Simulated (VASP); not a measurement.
Input of a VASP 6.6.1 run:

The input INCAR:

```
  PREC = Accurate
  ENCUT = 400
  EDIFF = 1E-6
  ISMEAR = 0
  SIGMA = 0.02
  LREAL = False
  LASPH = True
  NELM = 60
  ALGO = Normal
  ISIF = 2
  LWAVE = False
  LCHARG = True
  GGA = PE
  LELF = True
  LVHAR = True
```

The input KPOINTS:

```
Automatic mesh
0
Gamma
  6 6 6
```

The input POSCAR:

```
I
1.0
   -1.6174560000      1.6174560000      4.2648080000
    1.6174560000     -1.6174560000      4.2648080000
    1.6174560000      1.6174560000     -4.2648080000
I
1
Direct
    0.0000000000      0.0000000000      0.0000000000
```

Potentials or basis: VASP PAW PBE potentials, release 64 (I_GW).

Run with:

```bash
$ cat potpaw_PBE.64/I_GW/POTCAR > POTCAR
$ mpirun -np 1 vasp_std > vasp.out
```

Task: Estimate the pressure.

Result: 0.1 GPa.

Task: Predict the band gap on the k mesh.

Result: None (metal or under the smearing width).

Stress tensor (GPa, compression positive):
```
0.17 0.00 0.00
0.00 0.17 0.00
0.00 0.00 0.09
```

Caveat: the k mesh is coarse (spacing up to 0.46 Å⁻¹), so the values aren't converged; an odd number of electrons without spin polarisation forces a metal; a magnetic or distorted state may lie lower. Spin-orbit coupling is left out, which matters for the levels of I.
